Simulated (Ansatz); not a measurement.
Wanted: the native input for an Ansatz 0.2.0 run.

- Task: relaxation of cell and atoms
- Functional: PBE
- Potentials or basis: Ansatz PAW
- Cutoff: 420 eV (not typed: the program's choice for these potentials)
- k mesh: 4 × 8 × 2
- Occupations: fermi-dirac, width 0.05 eV
- Spin: no spin polarisation

The system is Te2Mo.

```
Te Mo
1.0
     6.34645    0.00000    0.00000
     0.00000    3.49422    0.00000
    -0.54903    0.00000   14.85616
Te Mo
8 4
Direct
  0.06309 0.50000 0.40139
  0.93626 0.00000 0.59892
  0.56720 0.00000 0.36206
  0.43254 0.50000 0.63827
  0.09105 0.00000 0.13792
  0.90945 0.50000 0.86175
  0.58109 0.50000 0.09855
  0.41935 0.00000 0.90115
  0.31969 0.00000 0.50683
  0.67978 0.50000 0.49352
  0.18149 0.50000 0.00653
  0.81900 0.00000 0.99309
```

The cell is a database's computed one.

These files were run (other wordings do the same):

input.yaml

```yaml
crystal:
  lattice:
    - [6.3464495577, 0.0, 0.0]
    - [0.0, 3.49421554, 0.0]
    - [-0.5490254083, 0.0, 14.8561586148]
  atoms:
    - { symbol: Te, position: [0.06308657, 0.5, 0.40139181] }
    - { symbol: Te, position: [0.93626097, 0.0, 0.59892358] }
    - { symbol: Te, position: [0.56720469, 0.0, 0.36206281] }
    - { symbol: Te, position: [0.43253951, 0.5, 0.63827401] }
    - { symbol: Te, position: [0.09104745, 0.0, 0.13792275] }
    - { symbol: Te, position: [0.90945389, 0.5, 0.86175202] }
    - { symbol: Te, position: [0.58109276, 0.5, 0.09854983] }
    - { symbol: Te, position: [0.41934698, 0.0, 0.90115399] }
    - { symbol: Mo, position: [0.31968622, 0.0, 0.50682682] }
    - { symbol: Mo, position: [0.6797845, 0.5, 0.49352002] }
    - { symbol: Mo, position: [0.1814915, 0.5, 0.00653163] }
    - { symbol: Mo, position: [0.81900395, 0.0, 0.99308972] }
hamiltonian:
  xc: pbe
  pseudopotentials: { kind: paw }
kpoints:
  mp_grid: { grid: [4, 8, 2] }
scf:
  occupations: { method: fermi_dirac, width: 0.05 }
output:
  forces: true
  stress: true
  eigenvalues: true
relax:
  f_tol: 0.01
  max_steps: 40
  cell: { stress_tol: 0.05 }
```

Potentials or basis: Ansatz PAW.

Command:

```bash
$ ansatz run input.yaml --threads 4 --pin off --max-ram 11264MiB --backend cpu --events-out ev --progress --plain --runs-dir out
```

It gave:

```json
{
  "Relaxed volume": "29.04 Å³/atom",
  "Relaxed cell": "a = 6.383 Å, b = 3.466 Å, c = 15.758 Å, α = 90.00°, β = 91.13°, γ = 90.00°",
  "Space group after relaxing (to 0.05 Å)": "P2_1/m (No. 11)",
  "Energy gained by relaxing": "2.5 meV/atom",
  "Ionic steps": "7",
  "Pressure after relaxing": "0.0 GPa",
  "Largest force after relaxing": "0.003 eV/Å",
  "Band gap on the k mesh": "none (metal or under the smearing width)"
}
```

Caveat: the plane-wave basis is chosen anew once the cell has moved, so the energies of steps on either side of that aren't comparable; this functional lacks dispersion, which binds the layers, so the pressure and a relaxed spacing across them are unreliable.

It took 4.9 min on 4 threads of Arm Neoverse V2 (shared host), peak memory 1.6 GiB.
